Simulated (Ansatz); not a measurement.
# How an unstable Be structure lowers its energy

These are results of DFT PBEsol, scalar-relativistic, plane waves, PAW in Ansatz, not measurements. Settings: cutoff 420 eV, Γ-centred meshes no coarser than 0.19 Å⁻¹ for metals and 0.3 Å⁻¹ for insulators (2π included), Gaussian smearing.

The start was the black phosphorus type (Cmce, No. 64), relaxed within its symmetry, which ended in Fmmm (No. 69). A cell of 8 atoms (4 times the primitive one) was then disturbed at random, relaxed without symmetry and relaxed once more on a fine mesh. For metals, differences of a few meV/atom aren't resolved.

Before:

Space group Fmmm (No. 69). a = 2.270 Å, b = 3.620 Å, c = 8.556 Å, α = 90.00°, β = 90.00°, γ = 90.00°
```tsv
atom	site	symmetry	x	y	z
Be	8i	mm2	0.5000	0.0000	0.3581
```

After:

```cif
data_structure
_symmetry_space_group_name_H-M 'Fm-3m'
_symmetry_Int_Tables_number 225
_cell_length_a 3.1464
_cell_length_b 3.1464
_cell_length_c 3.1464
_cell_angle_alpha 90.000
_cell_angle_beta 90.000
_cell_angle_gamma 90.000
_cell_volume 31.15
loop_
_atom_site_label
_atom_site_type_symbol
_atom_site_symmetry_multiplicity
_atom_site_Wyckoff_symbol
_atom_site_fract_x
_atom_site_fract_y
_atom_site_fract_z
_atom_site_occupancy
Be1 Be 4 b 0.50000 0.00000 0.00000 1
```

Is this a distortion of the same structure or a reconstruction, and what lowers the energy?

A reconstruction, from Fmmm (No. 69) to Fm-3m (No. 225). Each Be has on average 12 Be contacts in place of 11, shorter on average (2.28 → 2.22 Å). The result is the fcc structure.

What does it gain?

261 meV/atom, with the volume going from 8.79 to 7.79 Å³/atom.

This fcc form isn't the element's structure at ambient conditions.